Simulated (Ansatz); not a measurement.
Set up this calculation in Ansatz 0.2.0, as the native input.

```
Task                : projected density of states
Functional          : r2SCAN
Potentials or basis : Ansatz PAW
Cutoff              : 500 eV (not typed: the program's choice for these potentials)
k mesh              : 8 × 8 × 8
Occupations         : fermi-dirac, width 0.05 eV
Spin                : no spin polarisation
Hubbard terms       : Pt d U = 5 eV
Hubbard projectors  : ortho-atomic (the default)
Double counting     : fll (the default)
```

TePt:

```xyz
2
Lattice="3.5592 0.0000 0.0000 0.0000 3.5592 0.0000 0.0000 0.0000 3.5592" Properties=species:S:1:pos:R:3 pbc="T T T"
Pt    0.0000    0.0000    0.0000
Te    1.7796    1.7796    1.7796
```

Measurements of this composition are mostly on another form, of space group No. 166.

The input as run:

input.yaml

```yaml
crystal:
  lattice:
    - [3.55919028, 0.0, 0.0]
    - [0.0, 3.55919028, 0.0]
    - [0.0, 0.0, 3.55919028]
  atoms:
    - { symbol: Pt, position: [0.0, 0.0, 0.0] }
    - { symbol: Te, position: [0.5, 0.5, 0.5] }
hamiltonian:
  xc: r2scan
  pseudopotentials: { kind: paw }
  hubbard: { sites: [{ species: Pt, l: d, u_eff: 5.0 }] }
kpoints:
  mp_grid: { grid: [8, 8, 8] }
scf:
  occupations: { method: fermi_dirac, width: 0.05 }
  n_extra_bands: 6
output:
  forces: true
  stress: true
  eigenvalues: true
  dos: { projected: true, de: 0.05, nscf_kmesh: { grid: [12, 12, 12] } }
  write_density: true
  write_potential: true
  elf: true
  volumetric_format: npy
```

Potentials or basis: Ansatz PAW.

Run with:

```bash
$ ansatz run input.yaml --threads 2 --pin off --max-ram 5632MiB --backend cpu --events-out ev --progress --plain --runs-dir out
```

It gave:

```yaml
Pressure: -10.0 GPa
Band_gap_on_the_k_mesh: none (metal or under the smearing width)
Density_of_states_at_the_Fermi_level: 0.65 states/eV per cell
```

Caveat: U without spin polarisation on a metal has little footing; the PAW data sets come from PBE, with cores solved anew for the run's functional, which leaves a small shift of forces and pressure; the U is typed as a test and isn't derived for this compound; the density of states is complete only up to the lowest level of the last band computed.

It took 7.1 s on 2 threads of Arm Neoverse V1, with other jobs on the host, peak memory 0.45 GiB.
